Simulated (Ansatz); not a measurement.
Cs2AgBiBr6 in Ansatz: the effect of functional

Cs2AgBiBr6:

```
CELL_PARAMETERS angstrom
0.00000 5.61610 5.61610
5.61610 0.00000 5.61610
5.61610 5.61610 0.00000
ATOMIC_POSITIONS crystal
Bi 0.00000 0.00000 0.00000
Cs 0.75000 0.75000 0.75000
Cs 0.25000 0.25000 0.25000
Ag 0.50000 0.50000 0.50000
Br 0.74945 0.74945 0.25055
Br 0.25055 0.25055 0.74945
Br 0.74945 0.25055 0.25055
Br 0.74945 0.25055 0.74945
Br 0.25055 0.74945 0.74945
Br 0.25055 0.74945 0.25055
```

Alike in all runs:

- Program: Ansatz 0.2.0
- Task: projected density of states
- Potentials or basis: Ansatz PAW
- k mesh: 4 × 4 × 4
- Occupations: fermi-dirac, width 0.05 eV
- Spin: no spin polarisation

Question: One run gave: gap on the mesh 1.34 eV; pressure 3.5 GPa; largest force 0.25 eV/Å. Which functional did it use?
A. PBE
B. LDA
C. BLYP
D. r2SCAN
E. RPBE

Answer: E.

```tsv
functional	cutoff	gap on the mesh (eV)	pressure (GPa)	largest force (eV/Å)
LDA	420 eV (not typed: the program's choice for these potentials)	1.10	-1.5	0.33
PBE	420 eV (not typed: the program's choice for these potentials)	1.26	1.9	0.29
PBEsol	420 eV (not typed: the program's choice for these potentials)	1.17	0.0	0.30
RPBE	420 eV (not typed: the program's choice for these potentials)	1.34	3.5	0.25
revPBE	420 eV (not typed: the program's choice for these potentials)	1.32	3.1	0.26
BLYP	420 eV (not typed: the program's choice for these potentials)	1.29	3.7	0.34
r2SCAN	500 eV (not typed: the program's choice for these potentials)	1.67	1.0	0.24
```

Caveats: spin-orbit coupling is left out, which as a rule narrows the gap of such compounds by several tenths of an eV; the density of states is complete only up to the lowest level of the last band computed; the PAW data sets come from PBE, with cores solved anew for the run's functional, which leaves a small shift of forces and pressure (some runs).

A k mesh can miss the band edges.
